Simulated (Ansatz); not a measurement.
# C: a sweep of the smearing, part 2 of 2

How much do the results for C depend on the smearing?

Ansatz 0.2.0; DFT PBE; a cell built from a prototype (bcc type), not taken from measurement. Earlier steps stand in the parts before.

**5. With Fermi–Dirac smearing of 0.15 eV**

Contents of input.yaml:

```yaml
crystal:
  lattice:
    - [-1.1840705551, 1.1840705551, 1.1840705551]
    - [1.1840705551, -1.1840705551, 1.1840705551]
    - [1.1840705551, 1.1840705551, -1.1840705551]
  atoms:
    - { symbol: C, position: [0.0, 0.0, 0.0] }
kpoints:
  mp_grid: { grid: [16, 16, 16] }
scf:
  occupations: { method: fermi_dirac, width: 0.15 }
hamiltonian:
  xc: pbe
  pseudopotentials: { kind: all_electron, lapw: { basis_error: 0.00025 } }
output:
  forces: true
  stress: true
  eigenvalues: true
```

Launch:

```console
ansatz run input.yaml --threads 1 --pin off --max-ram 2048MiB --backend cpu --events-out ev --progress --plain --runs-dir out
```

Log:

```text
LAPW: plane waves up to 9.276 Å⁻¹, error target 2.5e-4 eV per atom; small_component_spin mean_spin; C in spheres of 1.025 Å, 6 of its electrons in bands, Dirac shells []
Engine: ansatz 0.2.0
Pseudopotentials: kind: all_electron
Pseudopotential: C, LAPW, valence charge 6, Koelling and Harmon's equation, gaussian nucleus
Functional definition: PBE
  parameter kappa = 0.804
  parameter beta = 0.06672455060314922
  exchange = pbe_x(kappa = kappa, mu = beta*pi^2/3)
  correlation = pbe_c(beta = beta)
Crystal: 1 atoms, lattice volume = 6.640 Å³
Basis set: ecut = 327.8115777694875 eV, 87 PW (Γ), exchange–correlation at level 2
Bands: 7, of which v1, the nominal top of the filled ones, is band 3 counted from 1 (2 counted from 0)
Symmetry: 48 space group operations
Space group: Im-3m (ITA 229), of the structure as read, at distance tolerance 1.9e-5 Å
k-points: 145 of 4096
Non-local potential: C, projectors of the file, none
Initial density: superposition of atomic densities (chi_scale 0.1, normalization cell)
Initial wavefunctions: plane waves of lowest kinetic energy (no species holds an atomic orbital)
Functional: x = pbe(κ = 0.804, μ = 0.2195149727645171), c = pbe(β = 0.06672455060314922)
iter 1 solved again at ethr=7.17e-5 eV; its pass at ethr=1.00e-1 eV (dr2=4.30e-3 eV) is discarded
SCF iter   1: F=—  HF=-1032.510505 eV  |F-HF|=—  |Δ(HF+E_count)|=         —  Δρ=1.45e-2  dr2=4.29e-3  ethr=7.17e-5  ⟨swp⟩=3.5  Hψ=8980  notcnv=0
preconditioner: auto → none  [metal: Δε(μ)=0.026 eV  Ē_g=21.706 eV  σ=0.150 eV  W_gap=0.04  n_scr=0 (ndim 8)  ℏωp=28.8 eV  f_vac=0.000  D(μ)=0.43/eV (n_scr^D=0)]
SCF iter   2: F=—  HF=-1032.512645 eV  |F-HF|=—  |Δ(HF+E_count)|=   2.14e-3  Δρ=7.68e-3  dr2=1.25e-3  ethr=7.15e-5  ⟨swp⟩=2.0  Hψ=2793  notcnv=0
iter 3 solved again at ethr=8.69e-8 eV; its pass at ethr=2.09e-5 eV (dr2=5.21e-6 eV) is discarded
SCF iter   3: F=—  HF=-1032.513719 eV  |F-HF|=—  |Δ(HF+E_count)|=   1.07e-3  Δρ=4.65e-4  dr2=5.20e-6  ethr=8.69e-8  ⟨swp⟩=2.6  Hψ=5067  notcnv=0
SCF iter   4: F=-1032.513723 eV  HF=-1032.513723 eV  |F-HF|=1.19e-9  |Δ(HF+E_count)|=   4.14e-6  Δρ=2.50e-6  dr2=8.66e-11  ethr=8.66e-8  ⟨swp⟩=2.0  Hψ=2793  notcnv=0
SCF 1 converged in 4 iterations: F = -1032.513723 eV  dr2 = 8.66e-11
SCF converged after 4 iterations
Free energy (F): -1032.513723 eV
Harris-Foulkes:  -1032.513723 eV  (|F-HF|=1.19e-9)
Internal energy: -1032.483400 eV  (E = F + TS)
E sigma→0 (E₀):  -1032.498562 eV
Entropy (-TS):   -0.030323 eV (-30.323 meV/atom)
Fermi energy:    11.913059 eV
--- Per-component energies (eV) ---
  E_band       = -494.247561
  E_kinetic    = 1028.918940
  E_xc         = -143.817563
  E_electrostatic = -1917.584778  (all electrons and nuclei)
  E_smearing   = -0.030323  (= −TS)
  E_closure    = 0.000000  (closes the sum)
  E_atoms      = -1027.632824  (free atoms, spherical and without spin; not in F)
  Σ components = -1032.513723   (vs F -1032.513723, Δ=0.00e0)
  Basis errors (estimates in eV, not in F): energy 7.3e-5 per atom: plane waves 7.2e-5 (3.7e-5 summed), levels above the bands 4.3e-79, relativity 2.2e-9, radial functions 9.9e-7, core shells 0.0e0; eigenvalues (radial functions only) 1.1e-3; not estimated: angular momenta, meshes, grids; target (lapw.basis_error) 2.5e-4; muffin-tin radii C 1.025 Å
--- Forces (eV/Å), atoms counted from 1 ---
  atom   1  C      0.00000000    -0.00000000     0.00000000
  max |Σ_I F_I| component: 5.34e-32 eV/Å
--- Stress (GPa, compression-positive) ---
        0.953019      -0.000000       0.000000
       -0.000000       0.953019       0.000000
        0.000000       0.000000       0.953019
  P = ⅓ Tr σ = 0.9530 GPa (9.530 kbar)
--- Band table (eV; the first three rows and the last of 145) ---
  k-point 0: bands = ["-256.3057", "-7.7708", "21.0467", "21.0467", "21.0467", "45.2052", "45.2052"]
  k-point 1: bands = ["-256.3057", "-7.5952", "20.6161", "20.8017", "20.9969", "43.8642", "43.9941"]
  k-point 2: bands = ["-256.3057", "-7.0689", "19.3438", "20.1491", "20.8527", "40.7987", "41.8381"]
  k-point 144: bands = ["-256.3054", "10.3567", "10.3567", "10.3567", "12.5722", "23.9064", "23.9064"]
```

Run time: 3.8 s. Hardware: 1 thread, shared host.

Read from it: pressure 0.95 GPa; no gap.

**6. With tetrahedron filling**

input.yaml, as its differences from that of step 5:

```diff
@@ -10,3 +10,3 @@
 scf:
-  occupations: { method: fermi_dirac, width: 0.15 }
+  occupations: { method: tetrahedron }
 hamiltonian:
```

Launch:

```console
ansatz run input.yaml --threads 1 --pin off --max-ram 2048MiB --backend cpu --events-out ev --progress --plain --runs-dir out
```

Log:

```text
Warning: output.forces, output.stress, relax.cell or npt_langevin: where a Kohn–Sham band that disperses or a degenerate level is filled in part under the method tetrahedron, the forces or the stress that this run publishes need not agree with its energy (scf.occupations.method in the input reference, under Limitations); prefer a smearing scheme for the forces or the stress
LAPW: plane waves up to 9.276 Å⁻¹, error target 2.5e-4 eV per atom; small_component_spin mean_spin; C in spheres of 1.025 Å, 6 of its electrons in bands, Dirac shells []
Engine: ansatz 0.2.0
Pseudopotentials: kind: all_electron
Pseudopotential: C, LAPW, valence charge 6, Koelling and Harmon's equation, gaussian nucleus
Functional definition: PBE
  parameter kappa = 0.804
  parameter beta = 0.06672455060314922
  exchange = pbe_x(kappa = kappa, mu = beta*pi^2/3)
  correlation = pbe_c(beta = beta)
davidson cushion auto → on  (no smearing: the cushion is to keep the highest requested band from converging to the state above it; pin scf.eigensolver.cushion to override)
Crystal: 1 atoms, lattice volume = 6.640 Å³
Basis set: ecut = 327.8115777694875 eV, 87 PW (Γ), exchange–correlation at level 2
Bands: 7, of which v1, the nominal top of the filled ones, is band 3 counted from 1 (2 counted from 0)
Symmetry: 48 space group operations
Space group: Im-3m (ITA 229), of the structure as read, at distance tolerance 1.9e-5 Å
k-points: 145 of 4096
Non-local potential: C, projectors of the file, none
Initial density: superposition of atomic densities (chi_scale 0.1, normalization cell)
Initial wavefunctions: plane waves of lowest kinetic energy (no species holds an atomic orbital)
Functional: x = pbe(κ = 0.804, μ = 0.2195149727645171), c = pbe(β = 0.06672455060314922)
iter 1 solved again at ethr=7.38e-5 eV; its pass at ethr=1.00e-1 eV (dr2=4.43e-3 eV) is discarded
SCF iter   1: F=—  HF=-1032.499820 eV  |F-HF|=—  |Δ(HF+E_count)|=         —  Δρ=1.46e-2  dr2=4.42e-3  ethr=7.38e-5  ⟨swp⟩=3.5  Hψ=8973  notcnv=0
preconditioner: auto → none  [metal: no gap  n_scr=0 (ndim 8)  ℏωp=28.8 eV  f_vac=0.000]
SCF iter   2: F=—  HF=-1032.502019 eV  |F-HF|=—  |Δ(HF+E_count)|=   2.20e-3  Δρ=7.75e-3  dr2=1.29e-3  ethr=7.36e-5  ⟨swp⟩=2.0  Hψ=3335  notcnv=0
iter 3 solved again at ethr=7.56e-8 eV; its pass at ethr=2.14e-5 eV (dr2=4.53e-6 eV) is discarded
SCF iter   3: F=—  HF=-1032.503074 eV  |F-HF|=—  |Δ(HF+E_count)|=   1.06e-3  Δρ=4.33e-4  dr2=4.53e-6  ethr=7.56e-8  ⟨swp⟩=3.1  Hψ=6546  notcnv=0  defer=3
SCF iter   4: F=-1032.503079 eV  HF=-1032.503079 eV  |F-HF|=1.34e-9  |Δ(HF+E_count)|=   4.30e-6  Δρ=2.36e-6  dr2=7.05e-11  ethr=7.55e-8  ⟨swp⟩=2.1  Hψ=3353  notcnv=0
SCF 1 converged in 4 iterations: F = -1032.503079 eV  dr2 = 7.05e-11
SCF converged after 4 iterations
Stability not checked: this state was not tested for a lower state beside it, because cold or Methfessel-Paxton smearing, or corrected tetrahedra, fill the levels in a way that the test cannot read (fill_not_monotonic; see scf.lower_state_search)
Free energy (F): -1032.503079 eV
Harris-Foulkes:  -1032.503079 eV  (|F-HF|=1.34e-9)
Internal energy: -1032.503063 eV  (E = F + TS)
E sigma→0 (E₀):  -1032.503079 eV
Entropy (-TS):   -0.000016 eV (-0.016 meV/atom)
Fermi energy:    11.900114 eV
--- Per-component energies (eV) ---
  E_band       = -494.230858
  E_kinetic    = 1029.066993
  E_xc         = -143.830665
  E_electrostatic = -1917.739391  (all electrons and nuclei)
  E_smearing   = -0.000016  (= −TS)
  E_closure    = 0.000000  (closes the sum)
  E_atoms      = -1027.632824  (free atoms, spherical and without spin; not in F)
  Σ components = -1032.503079   (vs F -1032.503079, Δ=0.00e0)
  Basis errors (estimates in eV, not in F): energy 7.4e-5 per atom: plane waves 7.2e-5 (3.7e-5 summed), levels above the bands 0.0e0, relativity 2.2e-9, radial functions 2.0e-6, core shells 0.0e0; eigenvalues (radial functions only) 1.5e-3; not estimated: angular momenta, meshes, grids; target (lapw.basis_error) 2.5e-4; muffin-tin radii C 1.025 Å
--- Forces (eV/Å), atoms counted from 1 ---
  atom   1  C     -0.00000000     0.00000000     0.00000000
  max |Σ_I F_I| component: 1.64e-32 eV/Å
--- Stress (GPa, compression-positive) ---
        1.982079      -0.000000       0.000000
       -0.000000       1.982079       0.000000
        0.000000       0.000000       1.982079
  P = ⅓ Tr σ = 1.9821 GPa (19.821 kbar)
--- Band table (eV; the first three rows and the last of 145) ---
  k-point 0: bands = ["-256.2913", "-7.7693", "21.0501", "21.0501", "21.0501", "45.2064", "45.2064"]
  k-point 1: bands = ["-256.2913", "-7.5937", "20.6195", "20.8051", "21.0003", "43.8653", "43.9951"]
  k-point 2: bands = ["-256.2912", "-7.0674", "19.3470", "20.1524", "20.8561", "40.7999", "41.8390"]
  k-point 144: bands = ["-256.2910", "10.3589", "10.3589", "10.3589", "12.5748", "23.9075", "23.9075"]
```

It took 2.8 s on 1 thread, shared host.

**7. The sweep in one table**

```
                       smearing  energy from the first row (meV/atom)  SCF cycles, all passes   time
       cold smearing of 0.15 eV                                  0.00                       4  3.8 s
   Gaussian smearing of 0.05 eV                                 -0.22                       4  3.6 s
Fermi–Dirac smearing of 0.01 eV                                 -0.22                       4  3.7 s
Fermi–Dirac smearing of 0.15 eV                                 -2.03                       4  3.8 s
            tetrahedron filling                                 -6.55                       4  2.8 s
```

Energies are those extrapolated to zero smearing.

**8. Summary of results**

What follows sums up all 2 parts.

| quantity | value |
| --- | --- |
| largest change of energy from «cold smearing of 0.15 eV» (zero smearing) | -6.5 meV/atom (tetrahedron filling) |
| pressure, lowest to highest (LAPW) | -0.22 to 0.95 GPa |

Across the runs the energy spans 6.5 meV/atom. The pressure spans 1.18 GPa (LAPW, the tetrahedron run left out, since its derivatives are unreliable).
